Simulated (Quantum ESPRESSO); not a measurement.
Wanted: the native input for a Quantum ESPRESSO 7.5 run.

```yaml
Task: band structure
Functional: PBEsol
Potentials_or_basis: SG15 PBE 1.2
Cutoff: 952 eV
Density_cutoff: 3810 eV
k_mesh: 12 × 12 × 12
Occupations: fermi-dirac, width 0.05 eV
Spin: no spin polarisation
Mixing_beta: 0.5
Most_SCF_iterations: 120
SCF_threshold: 2e-10 Ry
```

Pd:

```xyz
1
Lattice="0.0000 1.9465 1.9465 1.9465 0.0000 1.9465 1.9465 1.9465 0.0000" Properties=species:S:1:pos:R:3 pbc="T T T"
Pd    0.0000    0.0000    0.0000
```

These files were run (other wordings do the same):

pw.in

```
&CONTROL
  calculation = 'scf'
  prefix = 'pwscf'
  outdir = './tmp'
  pseudo_dir = './pseudo'
  tprnfor = .true.
  tstress = .true.
  disk_io = 'low'
/
&SYSTEM
  ibrav = 0
  A = 2.7527667
  nat = 1
  ntyp = 1
  ecutwfc = 70
  nbnd = 15
  input_dft = 'pbesol'
  occupations = 'smearing'
  smearing = 'fd'
  degauss = 0.00367493
/
&ELECTRONS
  conv_thr = 2d-10
  electron_maxstep = 120
  mixing_beta = 0.5
/
ATOMIC_SPECIES
Pd   106.4200 Pd_ONCV_PBE-1.2.upf
CELL_PARAMETERS alat
   0.0000000000    0.7071067810    0.7071067810
   0.7071067810    0.0000000000    0.7071067810
   0.7071067810    0.7071067810    0.0000000000
ATOMIC_POSITIONS alat
Pd     0.0000000000    0.0000000000    0.0000000000
K_POINTS automatic
12 12 12 0 0 0
```

bands.in

```
&CONTROL
  calculation = 'bands'
  prefix = 'pwscf'
  outdir = './tmp'
  pseudo_dir = './pseudo'
  disk_io = 'low'
  verbosity = 'high'
/
&SYSTEM
  ibrav = 0
  A = 2.7527667
  nat = 1
  ntyp = 1
  ecutwfc = 70
  nbnd = 15
  input_dft = 'pbesol'
  occupations = 'smearing'
  smearing = 'fd'
  degauss = 0.00367493
/
&ELECTRONS
  conv_thr = 1d-08
  electron_maxstep = 120
  mixing_beta = 0.5
  diago_full_acc = .true.
  startingwfc = 'random'
/
ATOMIC_SPECIES
Pd   106.4200 Pd_ONCV_PBE-1.2.upf
CELL_PARAMETERS alat
   0.0000000000    0.7071067810    0.7071067810
   0.7071067810    0.0000000000    0.7071067810
   0.7071067810    0.7071067810    0.0000000000
ATOMIC_POSITIONS alat
Pd     0.0000000000    0.0000000000    0.0000000000
K_POINTS crystal
60
 0.0000000000  0.0000000000  0.0000000000 1
 0.0625000000  0.0000000000  0.0625000000 1
 0.1250000000  0.0000000000  0.1250000000 1
 0.1875000000  0.0000000000  0.1875000000 1
 0.2500000000  0.0000000000  0.2500000000 1
 0.3125000000  0.0000000000  0.3125000000 1
 0.3750000000  0.0000000000  0.3750000000 1
 0.4375000000  0.0000000000  0.4375000000 1
 0.5000000000  0.0000000000  0.5000000000 1
 0.5000000000  0.0625000000  0.5625000000 1
 0.5000000000  0.1250000000  0.6250000000 1
 0.5000000000  0.1875000000  0.6875000000 1
 0.5000000000  0.2500000000  0.7500000000 1
 0.4375000000  0.3125000000  0.7500000000 1
 0.3750000000  0.3750000000  0.7500000000 1
 0.3375000000  0.3375000000  0.6750000000 1
 0.3000000000  0.3000000000  0.6000000000 1
 0.2625000000  0.2625000000  0.5250000000 1
 0.2250000000  0.2250000000  0.4500000000 1
 0.1875000000  0.1875000000  0.3750000000 1
 0.1500000000  0.1500000000  0.3000000000 1
 0.1125000000  0.1125000000  0.2250000000 1
 0.0750000000  0.0750000000  0.1500000000 1
 0.0375000000  0.0375000000  0.0750000000 1
 0.0000000000  0.0000000000  0.0000000000 1
 0.0625000000  0.0625000000  0.0625000000 1
 0.1250000000  0.1250000000  0.1250000000 1
 0.1875000000  0.1875000000  0.1875000000 1
 0.2500000000  0.2500000000  0.2500000000 1
 0.3125000000  0.3125000000  0.3125000000 1
 0.3750000000  0.3750000000  0.3750000000 1
 0.4375000000  0.4375000000  0.4375000000 1
 0.5000000000  0.5000000000  0.5000000000 1
 0.5250000000  0.4500000000  0.5250000000 1
 0.5500000000  0.4000000000  0.5500000000 1
 0.5750000000  0.3500000000  0.5750000000 1
 0.6000000000  0.3000000000  0.6000000000 1
 0.6250000000  0.2500000000  0.6250000000 1
 0.5833333333  0.2500000000  0.6666666667 1
 0.5416666667  0.2500000000  0.7083333333 1
 0.5000000000  0.2500000000  0.7500000000 1
 0.5000000000  0.2857142857  0.7142857143 1
 0.5000000000  0.3214285714  0.6785714286 1
 0.5000000000  0.3571428571  0.6428571429 1
 0.5000000000  0.3928571429  0.6071428571 1
 0.5000000000  0.4285714286  0.5714285714 1
 0.5000000000  0.4642857143  0.5357142857 1
 0.5000000000  0.5000000000  0.5000000000 1
 0.4821428571  0.4821428571  0.5357142857 1
 0.4642857143  0.4642857143  0.5714285714 1
 0.4464285714  0.4464285714  0.6071428571 1
 0.4285714286  0.4285714286  0.6428571429 1
 0.4107142857  0.4107142857  0.6785714286 1
 0.3928571429  0.3928571429  0.7142857143 1
 0.3750000000  0.3750000000  0.7500000000 1
 0.6250000000  0.2500000000  0.6250000000 1
 0.5937500000  0.1875000000  0.5937500000 1
 0.5625000000  0.1250000000  0.5625000000 1
 0.5312500000  0.0625000000  0.5312500000 1
 0.5000000000  0.0000000000  0.5000000000 1
```

Potentials or basis: SG15 PBE 1.2.

Command:

```bash
$ OMP_NUM_THREADS=1 pw.x -in pw.in > pw.out
$ OMP_NUM_THREADS=1 pw.x -in bands.in > bands.out
```

It gave:

```json
{
 "Pressure": "-3.1 GPa",
 "Band gap on the k mesh": "none (metal or under the smearing width)"
}
```

Caveat: the potentials were made for another functional, which shifts forces and pressure.

It took 24 s on 1 thread of Arm Neoverse V1, on a shared host, peak memory 0.09 GiB.
